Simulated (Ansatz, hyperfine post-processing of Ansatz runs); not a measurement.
# Fermi-contact shifts in MnO2

Wanted: contact shifts and dipolar anisotropies of 17O in paramagnetic MnO2 at 330 K.

Method: DFT, PBEsol+U, plane-wave PAW, default files (PAW set soft_2), collinear spin, scalar-relativistic, in Ansatz 0.2.0.

**1. Starting point**

The structure is trigonal, space group R-3m (No. 166). The conventional cell has a = 2.857 Å, b = 2.857 Å, c = 13.752 Å, α = 90.00°, β = 90.00°, γ = 120.00°. Nearest to Mn lie 6 O at 1.91 Å. O has 3 Mn at 1.91 Å nearest. Farther neighbours and most contacts between anions are not listed.

The cell is a computed entry of the Materials Project; it need not be the form that is stable at ambient conditions. The run's cell holds 6 atoms, a multiple of the primitive cell, so that one ion can be reversed against another. The atoms were relaxed beforehand at this level of theory at fixed cell, with all moments parallel.

**2. The ferromagnetic state**

With all Mn moments parallel, the spin density at each nucleus is that of the fully magnetised paramagnet. A Hubbard U holds the open shell closer to the ion than the plain functional does, which changes how much spin reaches the ligands.

input.yaml reads:

```yaml
crystal:
  lattice:
    - [-1.42843484, 2.47412172, 0.0]
    - [-5.71373936, 0.0, 0.0]
    - [-1.42843484, 0.82470724, 4.58393153]
  atoms:
    - { symbol: Mn, position: [0.0, 0.0, 0.0], spin: 3.0 }
    - { symbol: Mn, position: [0.0, 0.5, 0.0], spin: 3.0 }
    - { symbol: O, position: [0.2640078175, 0.1320041032, 0.2079761587] }
    - { symbol: O, position: [0.2640078175, 0.6320041032, 0.2079761587] }
    - { symbol: O, position: [0.7359921825, 0.3679958968, 0.7920238413] }
    - { symbol: O, position: [0.7359921825, 0.8679958968, 0.7920238413] }
magnetization:
  spin_polarized: true
kpoints:
  mp_grid: { grid: [9, 9, 9] }
scf:
  lower_state_search: "off"
  occupations: { method: fermi_dirac, width: 0.02 }
hamiltonian:
  xc: pbesol
  hubbard: [{ species: Mn, l: d, u_eff: 3.9 }]
output:
  efg:
    contact_densities: true
    quadrupole_moments_barn: { Mn: 0.33, O: -0.02558 }
  forces: false
  write_density: true
  write_potential: true
  elf: true
  volumetric_format: npy
```

Run with:

```bash
ansatz run input.yaml --threads 4 --pin off --max-ram 8192MiB --backend cpu --events-out ev --progress --plain --runs-dir out
```

Numbers of over 12 decimals in the logs are rounded to 6 here.

Log:

```text
[a pick of lines, long numbers rounded; other set-up, energy and force rows are left out]
Functional definition: PBEsol
Crystal: 6 atoms, lattice volume = 64.801 Å³
Basis set: ecut = 420 eV, 1281 PW (Γ)
Symmetry: 8 space group operations
Magnetic group: BNS 166.97 (UNI 1327), of the structure as read, at distance tolerance 4.0e-5 Å
k-points: 205 of 729
Functional: x = pbesol(κ = 0.804, μ = 0.123457), c = pbesol(β = 0.046)
SCF iter   1: F=—  HF=-9978.724322 eV  |F-HF|=—  |Δ(HF+E_count)|=         —  Δρ=1.52e-1 (↑1.52e-1 ↓1.04e-1)  dr2=4.59e1  dr2_m=6.17e-1  M=5.743 μB ∫|m|=6.094 μB  β_m=0.30  ethr=3.10e-3  ⟨swp⟩=6.4  Hψ=58019  notcnv=0
preconditioner: auto → Kerker (q_TF=auto, 2.647 Å⁻¹)  [metal: Δε(μ)=0.008 eV  Ē_g=10.525 eV  σ=0.020 eV  W_gap=0.10  n_scr=18 (ndim 8)  ℏωp=28.4 eV  f_vac=0.069  D(μ)=2.70/eV (n_scr^D=26)]
SCF iter   2: F=—  HF=-9975.015452 eV  |F-HF|=—  |Δ(HF+E_count)|=    3.71e0  Δρ=7.02e-2 (↑4.06e-2 ↓7.02e-2)  dr2=3.39e0  dr2_m=8.57e-1  M=6.000 μB ∫|m|=6.980 μB  β_m=0.30  ethr=3.10e-3  ⟨swp⟩=3.1  Hψ=35034  notcnv=0  defer=793
preconditioner: auto → Resta (q_TF=auto, 2.647 Å⁻¹)  ε∞=7.1  [insulator: Δε(μ)=1.205 eV  Ē_g=11.542 eV  σ=0.020 eV  W_gap=1.00  n_scr=18 (ndim 8)  ℏωp=28.4 eV  f_vac=0.058  D(μ)=0.00/eV (n_scr^D=0)  ε∞_Penn≈7.1]
SCF iter   3: F=—  HF=-9975.156161 eV  |F-HF|=—  |Δ(HF+E_count)|=   1.41e-1  Δρ=3.55e-2 (↑3.43e-2 ↓3.55e-2)  dr2=1.19e0  dr2_m=5.35e-1  M=6.000 μB ∫|m|=7.017 μB  β_m=0.43  ethr=3.10e-3  ⟨swp⟩=3.4  Hψ=29602  notcnv=0  defer=814
SCF iter   4: F=—  HF=-9975.506756 eV  |F-HF|=—  |Δ(HF+E_count)|=   3.51e-1  Δρ=2.66e-2 (↑1.64e-2 ↓2.66e-2)  dr2=7.00e-1  dr2_m=9.94e-2  M=6.000 μB ∫|m|=7.014 μB  β_m=0.53  ethr=2.20e-3  ⟨swp⟩=2.7  Hψ=20803  notcnv=0  defer=813
SCF iter   5: F=—  HF=-9975.595849 eV  |F-HF|=—  |Δ(HF+E_count)|=   8.91e-2  Δρ=6.40e-3 (↑6.40e-3 ↓3.32e-3)  dr2=5.40e-2  dr2_m=4.48e-3  M=6.000 μB ∫|m|=7.002 μB  β_m=0.77  ethr=1.30e-3  ⟨swp⟩=3.0  Hψ=27088  notcnv=0  defer=813
SCF iter   6: F=—  HF=-9975.604581 eV  |F-HF|=—  |Δ(HF+E_count)|=   8.73e-3  Δρ=2.53e-3 (↑1.66e-3 ↓2.53e-3)  dr2=1.37e-2  dr2_m=1.92e-4  M=6.000 μB ∫|m|=6.950 μB  β_m=0.88  ethr=9.99e-5  ⟨swp⟩=2.3  Hψ=23619  notcnv=0  defer=813
SCF iter   7: F=—  HF=-9975.606485 eV  |F-HF|=—  |Δ(HF+E_count)|=   1.90e-3  Δρ=6.70e-4 (↑5.47e-4 ↓6.70e-4)  dr2=1.21e-3  dr2_m=3.30e-5  M=6.000 μB ∫|m|=6.929 μB  β_m=0.89  ethr=2.54e-5  ⟨swp⟩=2.5  Hψ=22282  notcnv=0  defer=812
SCF iter   8: F=—  HF=-9975.606904 eV  |F-HF|=—  |Δ(HF+E_count)|=   4.19e-4  Δρ=3.70e-4 (↑3.70e-4 ↓1.76e-4)  dr2=7.79e-5  dr2_m=2.35e-5  M=6.000 μB ∫|m|=6.917 μB  β_m=0.88  ethr=2.24e-6  ⟨swp⟩=2.1  Hψ=24375  notcnv=0  defer=812
SCF iter   9: F=—  HF=-9975.606979 eV  |F-HF|=—  |Δ(HF+E_count)|=   7.43e-5  Δρ=1.87e-4 (↑1.87e-4 ↓9.96e-5)  dr2=3.97e-5  dr2_m=1.34e-6  M=6.000 μB ∫|m|=6.913 μB  β_m=0.94  ethr=1.44e-7  ⟨swp⟩=2.1  Hψ=21566  notcnv=0  defer=812
SCF iter  10: F=—  HF=-9975.606981 eV  |F-HF|=—  |Δ(HF+E_count)|=   2.32e-6  Δρ=2.26e-5 (↑1.50e-5 ↓2.26e-5)  dr2=5.07e-7  dr2_m=4.86e-8  M=6.000 μB ∫|m|=6.912 μB  β_m=0.97  ethr=7.34e-8  ⟨swp⟩=2.3  Hψ=20391  notcnv=0  defer=812
SCF iter  11: F=-9975.606981 eV  HF=-9975.606981 eV  |F-HF|=6.89e-8  |Δ(HF+E_count)|=   4.10e-7  Δρ=1.05e-5 (↑1.05e-5 ↓2.53e-6)  dr2=9.09e-8  dr2_m=1.18e-8  M=6.000 μB ∫|m|=6.912 μB  ethr=1.85e-10  ⟨swp⟩=10.3  Hψ=53715  notcnv=0
SCF 1 converged in 11 iterations: F = -9975.606981 eV  dr2 = 9.09e-8
SCF converged after 11 iterations
Magnetization: 6.0000 μB (30.0000 up, 24.0000 down)
Absolute magnetization: 6.9151 μB (∫|ρ↑−ρ↓|, with the PAW one-centre terms)
Per-site moments (μB) at R_I (Å): [(2.762009, 0.785857), (2.762009, 0.785857), (-0.097795, 0.785857), (-0.097795, 0.785857), (-0.097795, 0.785857), (-0.097795, 0.785857)]
Free energy (F): -9975.606981 eV
Fermi energy:    8.231285 eV
--- PAW observables at the nuclei: V_zz in 10²¹ V/m², potentials from the cell's mean, atoms counted from 1 ---
  atom   1  Mn V_zz =    +1.842786   η = 0.0003   by run symmetry: allowed   C_q = +14.7043 MHz
            electrostatic potential = -3025.564540 V   contact ρ = 87598.023279 e/Å³   contact ρ_s (e/Å³): all electrons -1.013689, valence +6.030797
  atom   2  Mn V_zz =    +1.842786   η = 0.0003   by run symmetry: allowed   C_q = +14.7043 MHz
            electrostatic potential = -3025.564540 V   contact ρ = 87598.023279 e/Å³   contact ρ_s (e/Å³): all electrons -1.013689, valence +6.030797
  atom   3  O  V_zz =    -3.023124   η = 0.0001   by run symmetry: allowed   C_q = +1.8699 MHz
            electrostatic potential = -622.155136 V   contact ρ = 2145.601689 e/Å³   contact ρ_s (e/Å³): all electrons +0.305975, valence +0.112277
  atom   4  O  V_zz =    -3.023124   η = 0.0001   by run symmetry: allowed   C_q = +1.8699 MHz
            electrostatic potential = -622.155136 V   contact ρ = 2145.601689 e/Å³   contact ρ_s (e/Å³): all electrons +0.305975, valence +0.112277
  atom   5  O  V_zz =    -3.023124   η = 0.0001   by run symmetry: allowed   C_q = +1.8699 MHz
            electrostatic potential = -622.155136 V   contact ρ = 2145.601689 e/Å³   contact ρ_s (e/Å³): all electrons +0.305975, valence +0.112277
  atom   6  O  V_zz =    -3.023124   η = 0.0001   by run symmetry: allowed   C_q = +1.8699 MHz
            electrostatic potential = -622.155136 V   contact ρ = 2145.601689 e/Å³   contact ρ_s (e/Å³): all electrons +0.305975, valence +0.112277
--- Band table (eV; the first three rows and the last of 410) ---
  k-point 0 ↑: bands = ["-73.8433", "-73.8251", "-42.7646", "-42.6389", "-42.6139", "-42.6018", "-42.6018", "-42.5871", "-11.5349", "-9.9111", "-9.5769", "-9.0961", "0.0576", "0.5412", "1.3747", "1.3747", "2.2720", "2.5982", "3.4310", "3.6231", "3.6231", "4.0889", "4.6786", "5.2103", "5.8365", "5.9255", "6.5530", "6.7104", "6.7104", "7.0189", "9.6665", "10.3689", "10.5777", "10.5777", "14.9747", "18.0298"]
  k-point 1 ↑: bands = ["-73.8433", "-73.8251", "-42.7646", "-42.6389", "-42.6139", "-42.6018", "-42.6018", "-42.5871", "-11.5214", "-9.9060", "-9.5811", "-9.1214", "0.0403", "0.6025", "1.3756", "1.3756", "2.2772", "2.6174", "3.4072", "3.6245", "3.6245", "4.0891", "4.6919", "5.1978", "5.8063", "5.9687", "6.4377", "6.7040", "6.7040", "7.0254", "9.6995", "10.3808", "10.5814", "10.5814", "15.1368", "18.0239"]
  k-point 2 ↑: bands = ["-73.8434", "-73.8251", "-42.7646", "-42.6389", "-42.6139", "-42.6018", "-42.6018", "-42.5871", "-11.4862", "-9.8925", "-9.5925", "-9.1859", "-0.0029", "0.7639", "1.3779", "1.3779", "2.2903", "2.6730", "3.3393", "3.6281", "3.6281", "4.0897", "4.7250", "5.1662", "5.7677", "6.0410", "6.1607", "6.6877", "6.6877", "7.0262", "9.7847", "10.4107", "10.5905", "10.5905", "15.5823", "17.9789"]
  k-point 204 ↓: bands = ["-70.2966", "-70.2929", "-39.3619", "-39.3548", "-39.3037", "-39.2701", "-39.0185", "-39.0124", "-10.0797", "-9.8103", "-9.6151", "-9.5971", "2.6323", "2.6647", "2.7859", "3.0275", "3.5315", "3.7969", "4.6377", "4.8404", "4.9966", "5.1851", "5.6001", "6.4110", "10.6385", "10.6724", "10.8829", "10.9199", "10.9442", "11.1412", "11.8548", "12.0133", "12.0746", "12.1541", "19.6238", "20.5801"]
Occupation matrices written to <dir>
```

The job ended after 17 s (4 threads of Arm Neoverse V2, shared host; peak memory 1 GiB).

The cell holds 6.00 μB on 2 Mn, so S = 1.50. The contact field is B = (2μ₀/3) μB ρ_s, 7.769 T for 1 e/Å³, and A_iso = γB/(2πS) sums over all ions. The valence part leaves out the polarisation of the shells that the files keep in the core (H has none; for Li and Na most or all inner electrons count as valence):

```tsv
site	atom	atoms in cell	links to Mn	field (T)	valence part (T)	A_iso (MHz)
O	3	4	bonded to 3 Mn at 1.91 Å	2.38	0.872	-9.15
```

Spin density in the bc plane at fractional x = 0.000, with atoms of Mn within 0.2 Å of it.

Ten even steps from '0' (0.0 e/Å³) to '9' (5.4 e/Å³), each cell a mean:
```
7300000373000003
1100000011000000
0000000000000000
0000000000000000
0000000000000000
0000000000000000
0000000000000000
0000000000000000
0000000000000000
0000000000000000
0000000000000000
3000001330000003
9300001793000017
```
Columns run along b (5.7 Å), rows up along c (4.9 Å). Atoms in or near the plane, at fractional coordinates: Mn at (0.00, 0.00), Mn at (0.50, 0.00).

**3. Spin flips**

Above the ordering point the moments are not free: their couplings set the Weiss constant, which scales every shift. Reversing one ion measures these couplings, and shows at once how much of each shift that ion sends.

input.yaml, the sections that differ from step 2:

```yaml
crystal:
  lattice:
    - [-1.42843484, 2.47412172, 0.0]
    - [-5.71373936, 0.0, 0.0]
    - [-1.42843484, 0.82470724, 4.58393153]
  atoms:
    - { symbol: Mn, position: [0.0, 0.0, 0.0], spin: -2.8 }
    - { symbol: Mn, position: [0.0, 0.5, 0.0], spin: 2.8 }
    - { symbol: O, position: [0.2640078175, 0.1320041032, 0.2079761587] }
    - { symbol: O, position: [0.2640078175, 0.6320041032, 0.2079761587] }
    - { symbol: O, position: [0.7359921825, 0.3679958968, 0.7920238413] }
    - { symbol: O, position: [0.7359921825, 0.8679958968, 0.7920238413] }
output:
  efg:
    contact_densities: true
    quadrupole_moments_barn: { Mn: 0.33, O: -0.02558 }
  forces: false
# magnetization, kpoints, scf, hamiltonian: as in step 2
```

Log:

```text
[a pick of lines, long numbers rounded; other set-up, energy and force rows are left out]
[...]
atom   1  Mn V_zz =    +1.464127   η = 0.3754   by run symmetry: allowed   C_q = +11.6828 MHz
[...]
atom   2  Mn V_zz =    +1.464127   η = 0.3754   by run symmetry: allowed   C_q = +11.6828 MHz
[...]
atom   3  O  V_zz =    -3.370086   η = 0.0296   by run symmetry: allowed   C_q = +2.0845 MHz
[...]
atom   4  O  V_zz =    -3.370086   η = 0.0296   by run symmetry: allowed   C_q = +2.0845 MHz
[...]
atom   5  O  V_zz =    -3.370086   η = 0.0296   by run symmetry: allowed   C_q = +2.0845 MHz
[...]
atom   6  O  V_zz =    -3.370086   η = 0.0296   by run symmetry: allowed   C_q = +2.0845 MHz
[...]
Occupation matrices written to <dir>
```

It took 14 s on 4 threads; peak memory 0.98 GiB; 53 s of CPU time.

The parallel state has -9975.6070 eV at zero smearing. Each flip reverses one ion with all its periodic images. It gives an energy and, by half the change of the contact field, the share of that set of ions in each shift at 330 K (ppm; atoms of one site can get unlike shares):

```tsv
atom reversed	energy (eV)	change (meV)	O
Mn1	-9975.4957	111.2	2870 / 5200
```

In mean-field theory Θ = ΔE (S + 1) / (6 S k_B): Θ = 359 K. Couplings between an ion and its own images are missing, and in this cell images lie no farther than 1.2 times the shortest distance between magnetic ions, so couplings that may matter are lost and this Θ is not relied on. Θ = 0 is used for the shifts.

**4. The ladder of functionals**

Spin transfer to the ligands hangs on how far the functional delocalises the open shell, so other levels show how much the fields depend on it.

Contact fields (T) with all moments parallel; times on 4 threads of Arm Neoverse V2, shared host. HSE06 ran on a 6×6×6 mesh, against 9×9×9 for the first row. Each level takes the cutoff that its files ask for.

```tsv
level	moment (μB)	time	O
PBEsol +U Mn 3.9 eV	6.00	17 s	2.38
LDA +U Mn 5 eV	6.00	23 s	2.12
r2SCAN +U Mn 1 eV	6.00	43 s	3.07
HSE06	6.00	84 s	2.09
```

**5. Scaling to the paramagnet**

The shift is δ = B · g μB (S + 1) / (3 k_B (T − Θ)) with g = 2; at 330 K and Θ = 0 K one tesla gives 3392 ppm. The anisotropy is a sum over point dipoles on the Mn ions, scaled alike; on atoms bound to Mn, spin in their own p shell adds an anisotropy that this leaves out.

```tsv
site	nucleus	δ_iso (ppm)	reduced anisotropy (ppm)	asymmetry
O	17O	8060	-1170	0.00
```

The reduced anisotropy is δ_zz − δ_iso, with zz the principal value farthest from δ_iso. The Weiss constant adds its own doubt: exchange couplings from semilocal functionals with a U can miss even their sign, and a Θ lower by 100 K would lower every shift by 23 %.

**6. A run that failed**

One trial run was spoilt on purpose (a U on a shell that isn't there).

Changes to input.yaml since step 3:

```diff
@@ -6,4 +6,4 @@
   atoms:
-    - { symbol: Mn, position: [0.0, 0.0, 0.0], spin: -2.8 }
-    - { symbol: Mn, position: [0.0, 0.5, 0.0], spin: 2.8 }
+    - { symbol: Mn, position: [0.0, 0.0, 0.0], spin: 3.0 }
+    - { symbol: Mn, position: [0.0, 0.5, 0.0], spin: 3.0 }
     - { symbol: O, position: [0.2640078175, 0.1320041032, 0.2079761587] }
@@ -19,5 +19,6 @@
   occupations: { method: fermi_dirac, width: 0.02 }
+  max_iter: 60
 hamiltonian:
   xc: pbesol
-  hubbard: [{ species: Mn, l: d, u_eff: 3.9 }]
+  hubbard: { sites: [{ species: O, l: f, u_eff: 30.0 }] }
 output:
@@ -26,2 +27,2 @@
     quadrupole_moments_barn: { Mn: 0.33, O: -0.02558 }
-  forces: false
+  forces: true
```

Log:

```text
Error: inconsistent input (hamiltonian.hubbard.sites[].l, hamiltonian.hubbard.sites[].shell): the file of O doesn't list 4f, and it can't be added: PBE doesn't bind the shell 4f of the free atom, whose level lies at +1.15 eV. Type an atom or ion with it (hamiltonian.pseudopotentials.projection_atoms), take another file or name another shell
```

The job ended after 0.11 s (4 threads; peak memory 0.079 GiB).

The program refused it. It gives no fields.

**7. What came out**

```json
{
  "spin of Mn": "1.50",
  "Weiss constant, mean field (rough, not used)": "359 K",
  "17O contact shift at 330 K, Θ = 0 K": "8060 ppm"
}
```

**Reading.** At 330 K the Mn moments shift 17O on O by 8060 ppm, scaled with a pure Curie law. No measured Weiss constant is at hand, and the one from single flips is too rough to scale with, so the shifts are given for a pure Curie law; the couplings found are strong, so their size is uncertain by a factor of two or more. The flip reverses only 4 of the 6 nearest couplings; if all are alike and farther ones are small, Θ would be near 538 K, too near or above this temperature for the scaling to hold. Over the levels shown that keep the moment, the field at O runs from 2.09 T (HSE06) to 3.07 T (r2SCAN +U Mn 1 eV). 1 further run of this session (trial settings, or flips that did not finish) is not shown. All this holds only well above the ordering temperature and the strongest exchange, neither of which is computed. The orbital (chemical) shift and the pseudocontact shift from g anisotropy are not included. Couplings this strong may order the moments above this temperature, where no paramagnetic shift is seen. For anions bound to the magnetic ion the point-dipole anisotropy lacks the spin in their own p orbitals, and their lines are broad and relax fast. On O total and valence fields differ by over a quarter of the total (by up to 0.63 times the total); that core part hangs on the functional and on the program's treatment of the cores, and where it exceeds the total neither size nor sign of the shift is settled. The dipole sum is for a spherical crystallite; bulk susceptibility, which broadens real lines, and quadrupolar couplings are left out.

[Logs are printed without paths, hosts, clocks, repeated set-up lines and the standing remarks that a program may print on its own settings, such as how far it seeks lower states.]

[Hosts, paths, dates, database ids (printed as entryN), source tags and the programs' standing remarks are cut or masked in the printed files.]
